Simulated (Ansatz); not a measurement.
# BaTiO$_{3}$ (Pm-3m), a film clamped to a substrate

Computed with Ansatz, DFT PBE, scalar-relativistic, plane waves, PAW. Cutoff 420 eV, Γ-centred 8×8×8 k-points, Gaussian smearing of 0.05 eV. Spin–orbit coupling is left out, which matters for the heavy elements here. No spin polarisation. Energies are free energies at this smearing, counted from the undisturbed cell; pressure is positive in compression.

The undisturbed cell (relaxed at this level; it needn't be the usual structure):

```yaml
crystal:
  lattice:
    - [4.01923, 0.00000, 0.00000]
    - [0.00000, 4.01923, 0.00000]
    - [0.00000, 0.00000, 4.01928]
  atoms:
    - { symbol: Ba, position: [0.00000, 0.00000, 0.00000] }
    - { symbol: Ti, position: [0.50000, 0.50000, 0.50000] }
    - { symbol: O, position: [0.50000, 0.50000, 0.00000] }
    - { symbol: O, position: [0.50000, 0.00000, 0.50000] }
    - { symbol: O, position: [0.00000, 0.50000, 0.50000] }
```

The cell (5 atoms, V0 = 64.93 Å³) is strained by p along both x and y and by q along z, fractional coordinates fixed. τp = (1/V0) ∂E/∂p = (σxx + σyy)(1 + p)(1 + q) and τq = (1/V0) ∂E/∂q = σzz(1 + p)², with tension positive.

```
     p q  ΔE (meV/atom)  τp (GPa)  τq (GPa)
 0.000   0.000           0.00     -0.01      0.00
-0.040   0.000          57.65    -38.17     -8.89
 0.040   0.000          43.64     25.15      7.63
 0.000  -0.040          21.10     -8.84    -13.98
 0.000   0.040          15.92      7.72      9.17
```

Q: Get the second derivatives of the energy density.

A: Central differences give A = ∂τp/∂p = 792 GPa (C11 + C22 + 2 C12), C = ∂τq/∂q = 289 GPa (C33) and the cross term B = ∂τq/∂p = 206 GPa (C13 + C23); ∂τp/∂q = 207 GPa must equal B, and any difference shows higher-order terms. Steps this large leave an error of some per cent of A or C in all of these, which can swamp a small B. The ions are clamped. In a cubic crystal C11 = C = 289, C12 = B/2 = 103 GPa and A should be 2(C11 + C12) = 785 GPa; the bulk modulus is (C11 + 2 C12)/3 = 165 GPa.

Q: A film of this crystal grows with z along the normal on a substrate that imposes p. How does its thickness respond, and what does the misfit cost?

A: Count p and q from the stress-free cell. A free surface needs τq = 0, so q = −(B/C) p = -0.71 p. The energy density left is (A − B²/C) p²/2 = M p², with the biaxial modulus M = 322 GPa; a misfit of 1 % costs 2.61 meV/atom, against 3.21 meV/atom if the thickness were held.

At p = 0.080 the energies along q are 150.0 (q = -0.080), 126.6 (q = -0.040), 153.5 (q = 0.000), 212.2 (q = 0.040), 289.9 (q = 0.080) meV/atom.

Q: Does the linear rule hold at this misfit?

A: A parabola through the lowest point and its neighbours has its minimum at q = -0.041, 126.6 meV/atom. With the stress left in the starting cell, τp0 and τq0, linear elasticity gives q = −(τq0 + Bp)/C = -0.057 and E = V0(τp0 p + τq0 q + Ap²/2 + Bpq + Cq²/2)/N = 167.1 meV/atom. The energies differ by more than a tenth, so the quadratic law fails here: the gap holds the anharmonic part, with some error from the wide steps. Cubic terms also shift the vertex of so wide a parabola.

Symmetry holds off the tilts and polar distortions that many cubic perovskites undergo.

The crystal resists stretching along a cube axis far more than it couples one axis to another: C11 is 289 GPa against 103 GPa for C12. Straight Ti–O–Ti chains run along the axes, so axial strain acts directly on the short, partly covalent Ti–O bonds, while the coupling between axes comes largely from the softer Ba–O and O–O contacts and from long-range electrostatics. A free surface therefore relieves only a modest part of the misfit energy.

In both strain directions compression costs more than equal tension, because short-range repulsion climbs steeply as ions approach and fades as they separate. The same softening explains why the film at large tensile misfit costs 126.6 meV/atom, not the 167.1 of linear elasticity. For equally large compression the quadratic law would probably err the other way.

In a real ferroelectric film, compressive misfit favours polarisation along the normal and tensile misfit polarisation in the plane, so electrostriction would probably make the thickness respond more strongly than this purely elastic ratio suggests.
